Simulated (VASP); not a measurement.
# ScAl3 (Pm-3m) in VASP: further runs

One crystal, ScAl3, is run at these levels: PBE; tasks: relaxation of the atoms, relaxation of cell and atoms.

All numbers are computed with VASP 6.6.1; they aren't measurements. Logs are shortened: lines on timing, memory, paths and dates and some standing lists are left out, and cuts for length are marked.

### Step 1. The crystal as given

The structure is cubic, space group Pm-3m (No. 221). Conventional cell: a = 4.088 Å, b = 4.088 Å, c = 4.088 Å, α = 90.00°, β = 90.00°, γ = 90.00°. Around Sc (site symmetry m-3m) lie 12 Al at 2.89 Å. Al (site symmetry 4/mmm) is surrounded by 4 Sc at 2.89 Å and 8 Al at 2.89 Å.

The cell is a database's computed one.

### Step 2. Relaxation of the atoms, PBE (a relaxed cell with its volume scaled by 1.02)

Contents of INCAR:

```
PREC = Accurate ; ENCUT = 600
EDIFF = 1E-7 ; ISMEAR = 1
SIGMA = 0.1 ; LREAL = False
LASPH = True ; NELM = 80
ALGO = Normal ; ISIF = 2
LWAVE = False ; LCHARG = False
GGA = PE ; IBRION = 2
NSW = 40 ; EDIFFG = -0.01
```

Contents of KPOINTS:

```
regular mesh
0
Gamma
  10 10 10
```

Contents of POSCAR:

```
ScAl3                                   
1.0
    4.1324599363      0.0000000000      0.0000000000
    0.0000000000      4.1324599363      0.0000000000
    0.0000000000      0.0000000000      4.1324599363
  Sc              Al            
     1     3
Direct
     0.0000000000000000    0.0000000000000000    0.0000000000000000
     0.5000000000000000    0.0000000000000000    0.5000000000000000
     0.0000000000000000    0.5000000000000000    0.5000000000000000
     0.5000000000000000    0.5000000000000000    0.0000000000000000
```

Potentials or basis: VASP PAW PBE potentials, release 64 (Sc_sv, Al).

The run is started by

```console
> cat potpaw_PBE.64/Sc_sv/POTCAR potpaw_PBE.64/Al/POTCAR > POTCAR
> mpirun -np 1 vasp_std > vasp.out
```

OUTCAR:

```text
PREC = Accurate
   ENCUT = 600
   EDIFF = 1E-7
   ISMEAR = 1
   LREAL = False
   LASPH = True
   NELM = 80
   ISIF = 2
   GGA = PE
   IBRION = 2
   NSW = 40
   EDIFFG = -0.01

 ion  position               nearest neighbor table
   1  0.000  0.000  0.000-   2 2.92   3 2.92   4 2.92   2 2.92   3 2.92   3 2.92   4 2.92   3 2.92
                             2 2.92   4 2.92   2 2.92   4 2.92
   2  0.500  0.000  0.500-   1 2.92   3 2.92   4 2.92   1 2.92   4 2.92   3 2.92   4 2.92   4 2.92
                             1 2.92   3 2.92   1 2.92   3 2.92
   3  0.000  0.500  0.500-   1 2.92   2 2.92   4 2.92   1 2.92   4 2.92   1 2.92   2 2.92   1 2.92
                             2 2.92   4 2.92   4 2.92   2 2.92
   4  0.500  0.500  0.000-   1 2.92   2 2.92   3 2.92   2 2.92   3 2.92   1 2.92   2 2.92   2 2.92
                             1 2.92   3 2.92   3 2.92   1 2.92

  LATTYP: Found a simple cubic cell.
 ALAT       =     4.1324599363

  Lattice vectors:

 A1 = (   4.1324599363,   0.0000000000,   0.0000000000)
 A2 = (   0.0000000000,   4.1324599363,   0.0000000000)
 A3 = (   0.0000000000,   0.0000000000,   4.1324599363)

Analysis of symmetry for initial positions (statically):
=====================================================================
 Subroutine PRICEL returns:
 Original cell was already a primitive cell.

 Routine SETGRP: Setting up the symmetry group for a
 simple cubic supercell.

 Subroutine GETGRP returns: Found 48 space group operations
 (whereof 48 operations were pure point group operations)
 out of a pool of 48 trial point group operations.

The static configuration has the point symmetry O_h .

Analysis of symmetry for dynamics (positions and initial velocities):
=====================================================================
 Subroutine PRICEL returns:
 Original cell was already a primitive cell.

 Routine SETGRP: Setting up the symmetry group for a
 simple cubic supercell.

 Subroutine GETGRP returns: Found 48 space group operations
 (whereof 48 operations were pure point group operations)
 out of a pool of 48 trial point group operations.

The dynamic configuration has the point symmetry O_h .

 Subroutine INISYM returns: Found 48 space group operations
 (whereof 48 operations are pure point group operations),
 and found     1 'primitive' translations

----------------------------------------------------------------------------------------

                                     Primitive cell

  volume of cell :      70.5709

  direct lattice vectors                    reciprocal lattice vectors
     4.132459936  0.000000000  0.000000000     0.241986617  0.000000000  0.000000000
     0.000000000  4.132459936  0.000000000     0.000000000  0.241986617  0.000000000
     0.000000000  0.000000000  4.132459936     0.000000000  0.000000000  0.241986617

  length of vectors
     4.132459936  4.132459936  4.132459936     0.241986617  0.241986617  0.241986617

  position of ions in fractional coordinates (direct lattice)
     0.000000000  0.000000000  0.000000000
     0.500000000  0.000000000  0.500000000
     0.000000000  0.500000000  0.500000000
     0.500000000  0.500000000  0.000000000

  ion indices of the primitive-cell ions
   primitive index   ion index
                 1           1
                 2           2
                 3           3
                 4           4

----------------------------------------------------------------------------------------

 KPOINTS: regular mesh

Automatic generation of k-mesh.
 Grid dimensions read from file:
 generate k-points for:   10   10   10

 Generating k-lattice:

  Cartesian coordinates                     Fractional coordinates (reciprocal lattice)
     0.024198662  0.000000000  0.000000000     0.100000000  0.000000000  0.000000000
     0.000000000  0.024198662  0.000000000     0.000000000  0.100000000  0.000000000
     0.000000000  0.000000000  0.024198662     0.000000000  0.000000000  0.100000000

  Length of vectors
     0.024198662  0.024198662  0.024198662

  Shift w.r.t. Gamma in fractional coordinates (k-lattice)
     0.000000000  0.000000000  0.000000000

 Subroutine IBZKPT returns following result:
 ===========================================

 Found     56 irreducible k-points:

 Following reciprocal coordinates:
            Coordinates               Weight
  0.000000  0.000000  0.000000      1.000000
  0.100000  0.000000  0.000000      6.000000
  0.200000  0.000000  0.000000      6.000000
  0.300000  0.000000  0.000000      6.000000
  0.400000  0.000000  0.000000      6.000000
  0.500000  0.000000  0.000000      3.000000
[... 16 lines left out ...]
  0.200000  0.100000  0.100000     24.000000
  0.300000  0.100000  0.100000     24.000000
 [... further k-points ...]
   k-points           NKPTS =     56   k-points in BZ     NKDIM =     56   number of bands    NBANDS=     14
   number of dos      NEDOS =    301   number of ions     NIONS =      4
   total plane-waves  NPLWV =  46656
   dimension x,y,z NGX =    36 NGY =   36 NGZ =   36
   dimension x,y,z NGXF=    72 NGYF=   72 NGZF=   72
   ions per type =               1   3
   NGX,Y,Z   is equivalent  to a cutoff of  14.48, 14.48, 14.48 a.u.
   NGXF,Y,Z  is equivalent  to a cutoff of  28.97, 28.97, 28.97 a.u.
 SYSTEM =  unknown system
   PREC   = accura    normal or accurate (medium, high low for compatibility)
   ISTART =      0    job   : 0-new  1-cont  2-samecut
   ICHARG =      2    charge: 1-file 2-atom 10-const
   ISPIN  =      1    spin polarized calculation?
   LNONCOLLINEAR =      F non collinear calculations
   LSORBIT =      F    spin-orbit coupling
   LASPH  =      T    aspherical Exc in radial PAW
   ENCUT  =  600.0 eV  44.10 Ry    6.64 a.u.   8.25  8.25  8.25*2*pi/ulx,y,z
   NELM   =     80;   NELMIN=  2; NELMDL= -5     # of ELM steps
   EDIFF  = 0.1E-06   stopping-criterion for ELM
   LREAL  =      F    real-space projection
   EDIFFG = -.1E-01   stopping-criterion for IOM
   NSW    =     40    number of steps for IOM
   IBRION =      2    ionic relax: 0-MD 1-quasi-New 2-CG
   NFREE  =      1    steps in history (QN), initial steepest desc. (CG)
   ISIF   =      2    stress and relaxation
   ISYM   =      2    0-nonsym 1-usesym 2-fastsym
   POTIM  = 0.5000    time-step for ionic-motion
   TEBEG  =    0.0;   TEEND  =   0.0 temperature during run
   PSTRESS=    0.0 pullay stress
   NELECT =      20.0000    total number of electrons
   NUPDOWN=      -1.0000    fix difference up-down
   EMIN   =  10.00;   EMAX   =-10.00  energy-range for DOS
   EFERMI =   0.00;   METHOD = LEGACY
   ISMEAR =     1;   SIGMA  =   0.10  broadening in eV -4-tet -1-fermi 0-gaus
   EFERMI_NEDOS =   21; number of points for ismear=-14 and -15
   IALGO  =     38    algorithm
   IMIX   =      4    mixing-type and parameters
     AMIX     =   0.40;   BMIX     =  1.00
     AMIX_MAG =   1.60;   BMIX_MAG =  1.00
  volume/ion in A,a.u.               =      17.64       119.06
  Fermi-wavevector in a.u.,A,eV,Ry     =   1.075333  2.032084 15.732966  1.156340
  Thomas-Fermi vector in A             =   2.211186
   LORBIT       =      0    0 simple, 1 ext, 2 COOP (PROOUT), +10 PAW based schemes
   GGA     = PE    functional components
   LHFCALC =     F    Hartree Fock is set to
   AEXX    =    0.0000 exact exchange contribution
   IVDW    =     0    specifies the selected vdW correction
   LEPSILON=     F    determine dielectric tensor
   LRPA    =     F    only Hartree local field effects (RPA)
 conjugate gradient relaxation of ions
 non-spin polarized calculation
 Methfessel and Paxton  Order N= 1 SIGMA  =   0.10
  energy-cutoff  :      600.00
  volume of cell :       70.57
 maximum number of plane-waves:      2379
 NGX is ok and might be reduce to    36
   NGX = 17   NGY = 17   NGZ = 17

 number of electron      19.9999997 magnetization

 Free energy of the ion-electron system (eV)
  ---------------------------------------------------
  ext. energy  EPLUGINS =         0.00000000
  ---------------------------------------------------
  free energy    TOTEN  =       -19.29110843 eV

  energy without entropy =      -19.29135247  energy(sigma->0) =      -19.29118977

 E-fermi :   6.9970     XC(G=0): -10.2912

 val. band max:        6.9442979344   @ k =   0.2000   0.2000   0.1000
 cond. band min:       7.0180357997   @ k =   0.4000   0.1000   0.1000
 fundamental gap:      0.0737378653
 Fermi energy:         6.9970061739

 k-point     1 :       0.0000    0.0000    0.0000
  band No.  band energies     occupation
      1     -42.0985      2.00000
      2     -20.7903      2.00000
      3     -20.7903      2.00000
      4     -20.7903      2.00000
      5      -2.8789      2.00000
      6       4.3991      2.00000
      7       4.3991      2.00000
      8       5.1852      2.00000
      9       5.1852      2.00000
     10       5.1852      2.00000
     11       8.2505     -0.00000
     12       8.2728     -0.00000
     13       8.2728     -0.00000
     14       8.2728     -0.00000

 k-point     2 :       0.1000    0.0000    0.0000
  band No.  band energies     occupation
      1     -42.0984      2.00000
      2     -20.7930      2.00000
      3     -20.7901      2.00000
      4     -20.7901      2.00000
      5      -2.7890      2.00000
      6       3.6249      2.00000
      7       4.4716      2.00000
      8       5.1994      2.00000
      9       5.1994      2.00000
     10       5.7215      2.00000
     11       8.2162     -0.00000
     12       8.2162     -0.00000
     13       8.3002     -0.00000
     14       8.6234     -0.00000

 k-point     3 :       0.2000    0.0000    0.0000
  band No.  band energies     occupation
      1     -42.0982      2.00000
      2     -20.7999      2.00000
      3     -20.7896      2.00000
      4     -20.7896      2.00000
      5      -2.5221      2.00000
      6       2.4858      2.00000
      7       4.6833      2.00000
      8       5.2353      2.00000
      9       5.2353      2.00000
     10       6.3555      2.00000
     11       8.0953     -0.00000
     12       8.0953     -0.00000
     13       8.3743     -0.00000
     14       9.3927      0.00000

 k-point     4 :       0.3000    0.0000    0.0000
  band No.  band energies     occupation
      1     -42.0978      2.00000
      2     -20.8084      2.00000
      3     -20.7889      2.00000
      4     -20.7889      2.00000
      5      -2.0876      2.00000
      6       1.3676      2.00000
      7       5.0109      2.00000
      8       5.2766      2.00000
      9       5.2766      2.00000
     10       7.0216      0.59795
     11       7.9939     -0.00000
     12       7.9939     -0.00000
     13       8.4713     -0.00000
     14       8.7724     -0.00000

 k-point     5 :       0.4000    0.0000    0.0000
  band No.  band energies     occupation
      1     -42.0976      2.00000
      2     -20.8153      2.00000
      3     -20.7884      2.00000
      4     -20.7884      2.00000
      5      -1.5144      2.00000
      6       0.3688      2.00000
      7       5.3067      2.00000
      8       5.3067      2.00000
      9       5.3813      2.00000
     10       7.7717     -0.00000
     11       7.9496     -0.00000
[... 276 lines left out ...]
 k-point    22 :       0.1000    0.1000    0.1000
  band No.  band energies     occupation
      1     -42.0982      2.00000
      2     -20.7928      2.00000
      3     -20.7924      2.00000
      4     -20.7924      2.00000
      5      -2.6108      2.00000
      6       3.6082      2.00000
      7       3.6082      2.00000
      8       4.4851      2.00000
      9       6.1890      2.00000
     10       6.1890      2.00000
     11       7.9619     -0.00000
     12       7.9619     -0.00000
     13       8.4130     -0.00000
     14       9.3966      0.00000

 k-point    23 :       0.2000    0.1000    0.1000
  band No.  band energies     occupation
      1     -42.0980      2.00000
      2     -20.7994      2.00000
      3     -20.7921      2.00000
      4     -20.7918      2.00000
      5      -2.3469      2.00000
      6       2.6134      2.00000
      7       3.7891      2.00000
      8       4.4686      2.00000
      9       6.0899      2.00000
     10       6.9039      2.03286
     11       7.6438     -0.00000
     12       7.8896     -0.00000
     13       8.6391     -0.00000
     14       9.9617      0.00000

 k-point    24 :       0.3000    0.1000    0.1000
  band No.  band energies     occupation
      1     -42.0976      2.00000
      2     -20.8078      2.00000
      3     -20.7914      2.00000
      4     -20.7911      2.00000
      5      -1.9178      2.00000
      6       1.5175      2.00000
      7       4.0736      2.00000
      8       4.6832      2.00000
      9       5.8583      2.00000
     10       7.2126     -0.00934
     11       7.6215     -0.00000
     12       7.9323     -0.00000
     13       8.8899     -0.00000
     14       9.4550      0.00000

 [... further k-points ...]

------------------------ aborting loop because EDIFF is reached ----------------------------------------

  FORCE on cell =-STRESS in cart. coord.  units (eV):
  Direction    XX          YY          ZZ          XY          YZ          ZX
  --------------------------------------------------------------------------------------
  -------------------------------------------------------------------------------------
  Total       -0.7221459     -0.7221459     -0.7221459      0.0000000      0.0000000      0.0000000
  in kB      -16.3949307    -16.3949307    -16.3949307      0.0000000      0.0000000      0.0000000
  external PRESSURE =     -16.3949307 kB  Pullay stress =       0.0000000 kB

 VOLUME and BASIS-vectors are now :
 -----------------------------------------------------------------------------
  energy-cutoff  :      600.00
  volume of cell :       70.57
      direct lattice vectors                 reciprocal lattice vectors
     4.132459936  0.000000000  0.000000000     0.241986617  0.000000000  0.000000000
     0.000000000  4.132459936  0.000000000     0.000000000  0.241986617  0.000000000
     0.000000000  0.000000000  4.132459936     0.000000000  0.000000000  0.241986617

 POSITION                                       TOTAL-FORCE (eV/Angst)
 -----------------------------------------------------------------------------------
      0.00000      0.00000      0.00000         0.000000      0.000000      0.000000
      2.06623      0.00000      2.06623         0.000000      0.000000      0.000000
      0.00000      2.06623      2.06623         0.000000      0.000000      0.000000
      2.06623      2.06623      0.00000         0.000000      0.000000      0.000000
 -----------------------------------------------------------------------------------
    total drift:                                0.000000     -0.000000     -0.000000

  FREE ENERGIE OF THE ION-ELECTRON SYSTEM (eV)
  ---------------------------------------------------
  free  energy   TOTEN  =       -19.2911084258 eV

  energy  without entropy=      -19.2913524715  energy(sigma->0) =      -19.29118977

 reached required accuracy - stopping structural energy minimisation
```

It took 42 s on 1 thread of Intel Xeon Platinum 8488C (Sapphire Rapids), shared host; peak memory 0.24 GiB.

Results:

- Free energy: -19.2911 eV
- Pressure after relaxing: -1.6 GPa
- Band gap on the k mesh: none (metal or under the smearing width)

Final structure:
```xyz
4
Lattice="4.1325 0.0000 0.0000 0.0000 4.1325 0.0000 0.0000 0.0000 4.1325" Properties=species:S:1:pos:R:3 pbc="T T T"
Sc    0.0000    0.0000    0.0000
Al    2.0662    0.0000    2.0662
Al    0.0000    2.0662    2.0662
Al    2.0662    2.0662    0.0000
```

Levels at points of the mesh, in eV from the Fermi level:
```
           k point  band 7  band 8  band 9  band 10  band 11  band 12  band 13  band 14
(0.00, 0.00, 0.00)   -2.60   -1.81   -1.81    -1.81     1.25     1.28     1.28     1.28
(0.50, 0.00, 0.00)   -1.68   -1.68   -1.42     0.67     0.95     0.95     1.34     1.59
(0.50, 0.50, 0.00)   -5.60   -4.29   -0.53    -0.53     1.18     1.33     2.01     2.41
(0.50, 0.50, 0.50)   -4.76   -4.37   -2.94    -2.94    -2.94     0.87     2.52     2.52
```

Caveat: the relaxation stopped at its first step, so nothing moved.

(Part 1 of 3 ends here.)
